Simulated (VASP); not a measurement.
A run of VASP 6.6.1 is set up as follows.

The input INCAR:

```
PREC = Accurate ; ENCUT = 520
EDIFF = 1E-7 ; ISMEAR = 0
SIGMA = 0.02 ; LREAL = False
LASPH = True ; NELM = 4
ALGO = Fast ; ISIF = 3
LWAVE = False ; LCHARG = False
GGA = PE ; IBRION = 2
NSW = 80 ; EDIFFG = -0.002
```

KPOINTS

```
regular mesh
0
Gamma
  12 12 6
```

File POSCAR:

```
SiC                                     
1.0
    3.0917668497      0.0000000000      0.0000000000
   -1.5458834248      2.6775486323     -0.0000000000
   -0.0000000000      0.0000000000      5.0741105032
  Si              C             
     2     2
Direct
     0.3333333300000021    0.6666666699999979    0.0045857311093650
     0.6666666699999979    0.3333333300000021    0.5045857311093651
     0.3333333300000021    0.6666666699999979    0.3804142688906330
     0.6666666699999979    0.3333333300000021    0.8804142688906329
```

Potentials or basis: VASP PAW PBE potentials, release 64 (Si, C).

Run with:

```console
$ cat potpaw_PBE.64/Si/POTCAR potpaw_PBE.64/C/POTCAR > POTCAR
$ mpirun -np 1 vasp_std > vasp.out
```

(1) Estimate the space group after relaxing (to 0.05 Å).

(2) Estimate the relaxed volume.

(3) Estimate the relaxed cell.

Results:

(1) P6_3mc (No. 186).

(2) 10.50 Å³/atom.

(3) a = 3.092 Å, b = 3.092 Å, c = 5.074 Å, α = 90.00°, β = 90.00°, γ = 120.00°.
